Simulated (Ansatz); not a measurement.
Crystal: Au.

```
CELL_PARAMETERS angstrom
0.00000 2.03500 2.03500
2.03500 0.00000 2.03500
2.03500 2.03500 0.00000
ATOMIC_POSITIONS crystal
Au 0.00000 0.00000 0.00000
```

* Program: Ansatz 0.2.0
* Task: relaxation of cell and atoms
* Functional: PBE
* Potentials or basis: Ansatz PAW
* Cutoff: 420 eV (not typed: the program's choice for these potentials)
* k mesh: 11 × 11 × 11
* Occupations: fermi-dirac, width 0.05 eV
* Spin: no spin polarisation

At the start: volume 16.85 Å³/atom.

Problem. Where does the relaxation end?

Solution. It ends after 4 steps and the volume is 17.97 Å³/atom (+6.6 %); space group Fm-3m (No. 225, to 0.05 Å).

Step by step:
| step | energy change (eV) | largest force (eV/Å) | volume (Å³) |
| --- | --- | --- | --- |
| 1 | 0.0000 | 0.0000 | 16.85 |
| 2 | -0.0338 | 0.0000 | 18.09 |
| 3 | -0.0343 | 0.0000 | 17.97 |
| 4 | -0.0346 | 0.0000 | 17.97 |

Final structure:
```xyz
1
Lattice="0.0000 2.0787 2.0787 2.0787 0.0000 2.0787 2.0787 2.0787 0.0000" Properties=species:S:1:pos:R:3 pbc="T T T"
Au    0.0000    0.0000    0.0000
```

Caveat: the plane-wave basis is chosen anew once the cell has moved, so the energies of steps on either side of that aren't comparable.
